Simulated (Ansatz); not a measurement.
Input and command of a calculation in Ansatz (plane waves; scalar-relativistic PAW potentials unless the input names others):

```yaml
crystal:
  lattice:
    - [2.8265360761, 0.0, 0.0]
    - [-1.4132680381, 2.4478520466, 0.0]
    - [0.0, 0.0, 5.0095140809]
  atoms:
    - { symbol: Pt, position: [0.6666666667, 0.3333333333, 0.75] }
    - { symbol: Pt, position: [0.3333333333, 0.6666666667, 0.25] }
basis:
  ecutwfc: "400 eV"
  xc_grid: 4
kpoints:
  mp_grid: { grid: [18, 18, 10] }
hamiltonian:
  xc: pbe
scf:
  occupations: { method: gaussian, width: 0.1 }
output:
  forces: true
  eigenvalues: true
  stress: true
```

```bash
ansatz run input.yaml --threads 1 --pin off --max-ram 2560MiB --backend cpu --events-out ev --progress --plain --runs-dir out
```

Abridged log:
```
Warning: basis.ecutwfc = 400 eV is below the records' recommended 420 eV, and the density's cutoff is lower with it unless basis.ecutrho_ratio is high enough to keep the records' density cutoff: compare with a run at a higher cutoff
Basis set: ecut = 400 eV, 647 PW (Γ), exchange–correlation on 80×80×144 points (64 copies of the dense FFT grid, shifted against one another)
Bands: 22, of which v1, the nominal top of the filled ones, is band 18 counted from 1 (17 counted from 0)
Symmetry: 24 space group operations
k-points: 222 of 3240
SCF iter   1: F=—  HF=-25045.730392 eV  |F-HF|=—  |Δ(HF+E_count)|=         —  Δρ=7.30e-3  dr2=5.62e-3  ethr=1.77e-3  ⟨swp⟩=4.9  Hψ=18399  notcnv=0
SCF iter   2: F=—  HF=-25045.731634 eV  |F-HF|=—  |Δ(HF+E_count)|=   1.24e-3  Δρ=3.55e-3  dr2=1.31e-3  ethr=1.56e-5  ⟨swp⟩=2.1  Hψ=8425  notcnv=0
SCF iter   3: F=—  HF=-25045.731842 eV  |F-HF|=—  |Δ(HF+E_count)|=   2.08e-4  Δρ=5.11e-4  dr2=3.40e-5  ethr=3.64e-6  ⟨swp⟩=2.5  Hψ=7617  notcnv=0
SCF iter   4: F=—  HF=-25045.731871 eV  |F-HF|=—  |Δ(HF+E_count)|=   2.86e-5  Δρ=7.35e-5  dr2=1.22e-6  ethr=9.45e-8  ⟨swp⟩=2.1  Hψ=6541  notcnv=0
SCF iter   5: F=—  HF=-25045.731871 eV  |F-HF|=—  |Δ(HF+E_count)|=   2.74e-7  Δρ=1.95e-5  dr2=1.27e-7  ethr=3.39e-9  ⟨swp⟩=2.1  Hψ=7147  notcnv=0
SCF iter   6: F=-25045.731871 eV  HF=-25045.731871 eV  |F-HF|=2.51e-10  |Δ(HF+E_count)|=  2.33e-10  Δρ=5.49e-6  dr2=5.70e-9  ethr=2.78e-10  ⟨swp⟩=4.0  Hψ=16042  notcnv=0
SCF 1 converged in 6 iterations: F = -25045.731871 eV  dr2 = 5.70e-9
SCF converged after 6 iterations
Free energy (F): -25045.731871 eV
Harris-Foulkes:  -25045.731871 eV  (|F-HF|=2.51e-10)
Internal energy: -25045.711708 eV  (E = F + TS)
E sigma→0 (E₀):  -25045.721790 eV
Entropy (-TS):   -0.020163 eV (-10.082 meV/atom)
Fermi energy:    19.345305 eV
--- Forces (eV/Å), atoms counted from 1 ---
  atom   1  Pt     0.00000000     0.00000000     0.00000000
  atom   2  Pt     0.00000000     0.00000000     0.00000000
--- Stress (GPa, compression-positive) ---
      -17.400901       0.000000       0.000000
        0.000000     -17.400901       0.000000
        0.000000       0.000000     -17.397908
  P = ⅓ Tr σ = -17.3999 GPa (-173.999 kbar)
```

Apart from outputs, empty bands and the relaxation, which only the reference makes, the input differs from a reference run on usual settings in basis.xc_grid: not typed → 4; basis.ecutwfc: 420 → "400 eV". The reference, at the same geometry, ended its own course with pressure -17.41 GPa, largest force 0.000 eV/Å, no gap on the mesh. This run converged in 6 SCF iterations with an energy at zero smearing 0.40 meV/atom above the reference's, pressure -17.40 GPa, largest force 0.000 eV/Å, no gap on the mesh. Its cutoff is looser than usual, yet energy, pressure and forces hardly moved.

The run took 6 s on 1 thread of Arm Neoverse V1, on a shared host, peak memory 0.42 GiB.